Q: I have one crystal of hexagonal ruthenium, with every atom fixed in place. Why should its computed pressure depend on the program I use?

A: The pressure measures how the energy changes when the cell is squeezed or stretched. A program that gets the energy slightly wrong does no harm if it is wrong by the same amount at every volume. Harm comes when the error itself changes with volume, because the crystal then seems to push or pull to reduce it. The table holds the same cell throughout, so its spread comes from the methods and not from the metal.

PBE calculations with the programs listed for hexagonal Ru (P6_3/mmc, 2 atoms per cell) at one fixed geometry, without spin polarisation or spin-orbit coupling. All use an 11×11×6 k mesh and Fermi-Dirac smearing of 0.05 eV. Pressure is positive in compression; basis entries given in eV are plane-wave cutoffs.

| program | potentials | basis | pressure (GPa) |
| --- | --- | --- | --- |
| SIESTA | PseudoDojo 0.4 standard NC | SZ | -19.940 |
| SIESTA | PseudoDojo 0.4 standard NC | DZ | -7.340 |
| SIESTA | PseudoDojo 0.4 standard NC | TZDP | 1.190 |
| GPAW | GPAW PAW data sets (gpaw data 1.2.1) | 600 eV | 3.660 |
| Ansatz | Ansatz NC | 1143 eV | 4.470 |
| Ansatz | Ansatz PAW | 420 eV | 4.510 |
| Ansatz LAPW | all electron LAPW, scalar relativistic | 0.001 eV/atom basis error | 4.520 |
| SIESTA | PseudoDojo 0.4 standard NC | DZDP | 4.660 |
| SIESTA | PseudoDojo 0.4 standard NC | TZ | 4.910 |
| SIESTA | PseudoDojo 0.4 stringent NC | DZP | 5.460 |
| SIESTA | SPMS 1.0 NC or PseudoDojo by element | DZP | ? |
| SIESTA | PseudoDojo 0.4 standard, converted to PSML | SZ | ? |

Q: Which row should I trust, and what do SZ and TZDP mean?

A: I take the all-electron LAPW row, 4.52 GPa, as the reference. The two other Ansatz rows treat the core electrons differently and, as tabulated, agree with it to 0.05 GPa. These pressures leave out the Pulay correction that Ansatz adds to the stress for its finite basis; with the correction left in, as the program reports it, the PAW row agrees less closely. GPAW lies 0.9 GPa below LAPW. Cutoffs and meshes here are usual working values, not converged limits, so I wouldn't read much into differences of that size. The positive sign means that, with this functional and a static lattice, the cell is slightly compressed and would like to expand.

SIESTA builds its electron waves from orbitals attached to atoms. SZ, DZ and TZ give each valence shell one, two or three radial functions. A final P adds a set of polarisation functions, which let the charge shift towards a neighbour, and DP adds two sets.

Q: The SZ row says that my crystal is under strong tension. Is any of that real?

A: No. With the same standard potentials, TZ and DZDP come within 0.4 GPa of LAPW, while SZ lies 24 GPa below it. The change of basis is enough to produce the apparent tension.

Two limits show how this can happen. With a complete basis there is no basis error at any volume, hence no false pressure. With a poor basis, atoms far apart must manage with their own few functions, whereas atoms close together can borrow from their neighbours. Borrowing makes the basis error smaller in the compressed crystal than in the expanded one, so the cell seems to want to shrink. This is a plausible reading of the SZ and DZ rows, though the table doesn't test the borrowing itself.

Q: Can you put that into a formula?

A: Let $E$ be the exact energy for the chosen functional and potential, and $D$ the amount by which the finite basis lies above it. Since pressure is minus the slope of energy with volume $V$,

$$P_{\text{basis}} = P - \frac{dD}{dV}.$$

A pressure that is too low therefore means that the basis error grows as the cell expands. For the SZ row the slope is $24.46/160 \approx 0.15$ eV/Å³, because 1 eV/Å³ is about 160 GPa. The cell has 13.57 Å³ per atom, so an expansion by 1% adds 0.136 Å³ and raises the error by about 0.02 eV per atom.

That small energy matters. With a bulk modulus of roughly 310 GPa, a recalled value, a pressure error of 24 GPa corresponds to about 8% in volume by a linear estimate, and somewhat less once the crystal stiffens under compression. Relaxing the cell in this basis could spoil a lattice constant badly.

Q: Then does each added function bring the pressure closer to the reference?

A: Not necessarily. Polarisation raises the DZ pressure by 12 GPa and brings it close to LAPW, yet TZDP, which has the richest label, lies 3.3 GPa below LAPW. Adding functions to a given basis can't raise the energy, but it doesn't guarantee a better slope, and the slope is what sets the pressure.

The labels also hide a setting. SIESTA cuts each orbital off at a finite radius, and the TZDP run used a tighter cut than DZ and DZDP. Its total energy is 1.12 eV per cell higher than that of DZDP with the same potentials, which would be impossible if it held all the DZDP functions and more. So TZDP isn't simply a larger basis here, and its low pressure can't be pinned on polarisation alone.

Q: Two SIESTA results are still hidden. What would you forecast?

A: I use a simple count of how far a basis falls short. SZ is two steps short, DZ is one, and a basis with a third radial function or with polarisation is none. A least-squares line through the six known SIESTA rows gives 4.1 GPa at no steps and a drop of 11.9 GPa per step. I chose these classes after seeing those rows, and SZ and DZ each rest on a single run.

For the DZP run with SPMS or PseudoDojo potentials, the line gives a small positive pressure of about 4 GPa. I allow a range of 0 to 8 GPa.

For the SZ run with the converted potential, it gives $4.1 - 2 \times 11.9 \approx -20$ GPa, a strongly negative pressure. I allow $-28$ to $-12$ GPa. The known SZ row was part of the fit, so its agreement with this number is no independent success. Both ranges are judgements, wider than the scatter about the line, because potentials may differ and a minimal basis can't repair a badly shaped orbital.

Q: Let us see them.

The withheld rows as computed:

| program | potentials | basis | pressure (GPa) |
| --- | --- | --- | --- |
| SIESTA | SPMS 1.0 NC or PseudoDojo by element | DZP | 5.770 |
| SIESTA | PseudoDojo 0.4 standard, converted to PSML | SZ | 19.350 |

A: The DZP forecast holds: 5.77 GPa lies inside the range, 1.7 GPa above the line. It is also close to the other DZP row, at 5.46 GPa. The test was a mild one, since the forecast amounted to saying that this basis would behave like the other richer ones.

The SZ forecast fails completely. The result is $+19.35$ GPa, about 39 GPa above the line and far outside my range. Even the sign is wrong.

Q: How can two runs with the same basis label disagree about whether the crystal pushes or pulls?

A: I had considered only one way for a minimal basis to fail. Take the opposite limit, in which the single radial function of each shell is exact for a free atom. The basis error then vanishes when the atoms are far apart and appears when they come together and the orbitals can't adapt. Over the whole path the error falls on expansion, which favours too high a pressure.

So a minimal basis can err in either direction, depending on the shapes of its orbitals. My count of steps contains no shapes, and only one SZ run went into the fit. My guess is that the two SZ runs use differently shaped orbitals. One candidate is the radius at which the orbitals are cut off. Among the four SIESTA runs with polarisation, a tighter cut goes with a lower pressure, though their bases and potentials differ too. I don't have this setting for the two SZ runs. The makers of the data also warn, from tests on other systems and not from these runs, that a SIESTA basis can be short over semicore shells and that its valence orbitals can be made in the semicore potential. Such a fault could harm either SZ run, but it doesn't explain why they disagree: the recorded error of the atomic level from which these orbitals are made is the same in both.

Q: Could the converted potential itself be at fault?

A: It could, but it is the weaker suspect. The DZ, DZDP and TZDP runs also read their standard potentials from files converted to PSML, and DZDP lands within 0.2 GPa of LAPW. Conversion as such therefore needn't do harm, though I can't tell whether the failed run used the same file. Running that file with DZDP would help to separate the two causes: a pressure near 4.5 GPa would point to the SZ orbitals, and one that stayed far off would point to the file.

Q: What should I keep from the step count, then?

A: Keep the warning about size, not the sign. Both SZ runs miss LAPW by more than 14 GPa, whereas the SIESTA runs with polarisation or a third radial function all lie within 3.4 GPa of it. A small basis leaves room for a large false pressure, and the shapes of its orbitals can decide which way that pressure points. Before relaxing a cell, compare its pressure with a plane-wave or LAPW result at the same volume.
